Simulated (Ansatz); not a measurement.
CaF2:
Space group Fm-3m (No. 225); a = b = c = 5.326 Å, α = β = γ = 90.00°

| atom | site | symmetry | x | y | z |
|---|---|---|---|---|---|
| Ca | 4a | m-3m | 0.0000 | 0.0000 | 0.0000 |
| F | 8c | -43m | 0.2500 | 0.2500 | 0.2500 |
(The calculation used a cell of 3 atoms; values per cell refer to that cell.)

Relaxed with LDA.

Task: Give the optical modes at the zone centre with their infrared and Raman activity from DFPT, DFT-LDA in the program Ansatz with PAW potentials.

Result: Transverse frequencies, without the LO–TO term; a row sums one degenerate level.

```json
[
 {"ω (cm⁻¹)": "278", "degeneracy": "3", "IR ((D/Å)²/amu)": "20.10", "Raman (Å⁴/amu)": "0", "activity": "IR", "symmetry": "T1u"},
 {"ω (cm⁻¹)": "339", "degeneracy": "3", "IR ((D/Å)²/amu)": "0.00", "Raman (Å⁴/amu)": "2.9", "activity": "Raman", "symmetry": "T2g"}
]
```

Task: How high does the top mode go among those that the LO–TO term moves?

Result: 487 cm⁻¹ for q along x.

The LDA relaxation kept the symmetry of its start.

Potentials: the earlier of the program's two PAW sets. The files were generated under PBE; for other functionals the program regenerates the frozen cores, and for LDA and PBEsol the local potential too.
